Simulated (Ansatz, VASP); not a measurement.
InSe: VASP beside Ansatz

INCAR

```
  PREC = Accurate
  ENCUT = 520
  EDIFF = 1E-7
  ISMEAR = 0
  SIGMA = 0.1
  LREAL = False
  LASPH = True
  NELM = 100
  ALGO = Normal
  ISIF = 2
  LWAVE = False
  LCHARG = True
  GGA = PS
  LELF = True
  LVHAR = True
  NBANDS = 48
```

Contents of KPOINTS:

```
regular mesh
0
Gamma
  6 6 1
```

File POSCAR:

```
InSe
1.0
    4.0473293151      0.0000000000      0.0000000000
   -2.0236646576      3.5050900044      0.0000000000
    0.0000000000      0.0000000000     18.0520649100
In Se
4 4
Direct
    0.0000000000      0.0000000000      0.5773936800
    0.0000000000      0.0000000000      0.4226063200
    0.3333333300      0.6666666700      0.9226095100
    0.3333333300      0.6666666700      0.0773904900
    0.6666666700      0.3333333300      0.8530000700
    0.6666666700      0.3333333300      0.1469999300
    0.3333333300      0.6666666700      0.6470157200
    0.3333333300      0.6666666700      0.3529842800
```

Input for Ansatz:

```yaml
crystal:
  lattice:
    - [4.0473293151, 0.0, 0.0]
    - [-2.0236646576, 3.5050900044, 0.0]
    - [0.0, 0.0, 18.05206491]
  atoms:
    - { symbol: In, position: [0.0, 0.0, 0.57739368] }
    - { symbol: In, position: [0.0, 0.0, 0.42260632] }
    - { symbol: In, position: [0.33333333, 0.66666667, 0.92260951] }
    - { symbol: In, position: [0.33333333, 0.66666667, 0.07739049] }
    - { symbol: Se, position: [0.66666667, 0.33333333, 0.85300007] }
    - { symbol: Se, position: [0.66666667, 0.33333333, 0.14699993] }
    - { symbol: Se, position: [0.33333333, 0.66666667, 0.64701572] }
    - { symbol: Se, position: [0.33333333, 0.66666667, 0.35298428] }
basis:
  ecutwfc: 420
kpoints:
  mp_grid: { grid: [6, 6, 1] }
hamiltonian:
  xc: pbesol
scf:
  occupations: { method: gaussian, width: 0.1 }
output:
  forces: true
  stress: true
  eigenvalues: true
```

Measurements of this composition are mostly on another form, of space group No. 160.

Alike in both runs: task single point; functional PBEsol; k mesh 6 × 6 × 1; occupations gaussian, width 0.1 eV; no spin polarisation.

```csv
,VASP,Ansatz
version,VASP 6.6.1,Ansatz 0.2.0
potentials or method,"VASP PAW PBE potentials, release 64 (In_d, Se)","scalar-relativistic, plane waves, PAW"
plane-wave cutoff (eV),520,420
valence electrons in the cell,76,116
```

```csv
,VASP,Ansatz,Ansatz less VASP
gap on the k mesh at the Fermi level (eV),0.63,0.64,+0.011
least direct gap on the mesh (eV),0.63,0.64,+0.011
pressure (GPa),-0.7,-0.8,-0.05
largest component of the traceless stress (GPa),0.23,0.24,+0.011
rms of the force components (eV/Å),0.037,0.028,-0.0098
```

Atom by atom the forces differ by 0.011 eV/Å (rms over components). The two sets of potentials don't hold the same shells in valence.

Caveats: the PAW data sets were made with another functional, which shifts forces and pressure a little (VASP); spin-orbit coupling is left out, which moves the levels of the heavy elements; this functional lacks dispersion, which binds the layers, so the pressure and a relaxed spacing across them are unreliable. As with any semilocal functional, this PBEsol gap is likely too small.
